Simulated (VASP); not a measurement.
Wanted: the native input for a VASP 6.6.1 run.

```yaml
Task: single point
Functional: HSE06
Potentials_or_basis: VASP PAW PBE potentials, release 64 (Pt, Se)
Cutoff: 450 eV
k_mesh: 3 × 3 × 2
Occupations: gaussian, width 0.05 eV
Spin: collinear spin, antiferromagnetic start
Starting_moments: "[0.5, -0.5, 0.0, 0.0, 0.0, 0.0] μB"
Grid_for_exact_exchange_PRECFOCK: Fast
Screening_parameter: 0.2 1/A
Further_INCAR_settings: ALGO = Normal; EDIFF = 1e-06
```

The system is PtSe2.

```
Pt Se
1.0
     3.72400    0.00000    0.00000
    -1.86200    3.22508    5.06200
     0.00000    0.00000   10.12400
Pt Se
2 4
Direct
  0.00000 0.00000 0.00000
  0.00000 0.00000 0.50000
  0.33333 0.66667 0.79167
  0.66667 0.33333 0.20833
  0.33333 0.66667 0.29167
  0.66667 0.33333 0.70833
```

The input as run:

POSCAR

```
PtSe2
1.0
    3.7240002900      0.0000000000      0.0000000000
   -1.8620001500      3.2250788600      5.0619995800
    0.0000000000      0.0000000000     10.1239991600
Pt Se
2 4
Direct
    0.0000000000      0.0000000000      0.0000000000
    0.0000000000      0.0000000000      0.5000000000
    0.3333333333      0.6666666667      0.7916666667
    0.6666666667      0.3333333333      0.2083333334
    0.3333333333      0.6666666667      0.2916666666
    0.6666666667      0.3333333333      0.7083333334
```

INCAR.step1

```
SYSTEM = PtSe2
PREC = Accurate
ENCUT = 450
EDIFF = 1E-5
ISMEAR = 0
SIGMA = 0.05
LREAL = .FALSE.
LASPH = .TRUE.
NELM = 60
ALGO = Normal
ISIF = 2
LWAVE = .TRUE.
LCHARG = .FALSE.
ISPIN = 2
MAGMOM = 0.5 -0.5 0 0 0 0
LORBIT = 11
LMAXMIX = 4
GGA = PE
```

INCAR.step2

```
SYSTEM = PtSe2
PREC = Accurate
ENCUT = 450
EDIFF = 1E-6
ISMEAR = 0
SIGMA = 0.05
LREAL = .FALSE.
LASPH = .TRUE.
NELM = 60
ALGO = Normal
ISIF = 2
LWAVE = .FALSE.
LCHARG = .FALSE.
ISPIN = 2
MAGMOM = 0.5 -0.5 0 0 0 0
LORBIT = 11
LMAXMIX = 4
GGA = PE
LHFCALC = .TRUE.
HFSCREEN = 0.2
PRECFOCK = Fast
ISTART = 1
```

KPOINTS

```
regular mesh
0
G
  3 3 2
  0 0 0
```

Potentials or basis: VASP PAW PBE potentials, release 64 (Pt, Se).

Run with:

```bash
$ cat potpaw_PBE.64/Pt/POTCAR potpaw_PBE.64/Se/POTCAR > POTCAR
$ cp INCAR.step1 INCAR
$ mpirun -np 1 vasp_std > vasp.out
$ cp INCAR.step2 INCAR
$ mpirun -np 1 vasp_std > vasp.out
```

Results of the run:

The pressure is 2.2 GPa and the largest force is 0.044 eV/Å. The band gap on the k mesh is none (metal or under the smearing width) and the net moment is 0.00 μB per cell. The valence electrons inside the program's atomic spheres are Pt 9.53; Se 3.84.

Caveat: the k mesh is coarse (spacing up to 0.65 Å⁻¹), so the values aren't converged, least of all with exact exchange; the PAW data sets were made with another functional, which shifts forces and pressure a little.

Wall time 14 min on 1 thread of Intel(R) Xeon(R) 6975P-C (Granite Rapids), with other jobs on the host, peak memory 0.47 GiB.
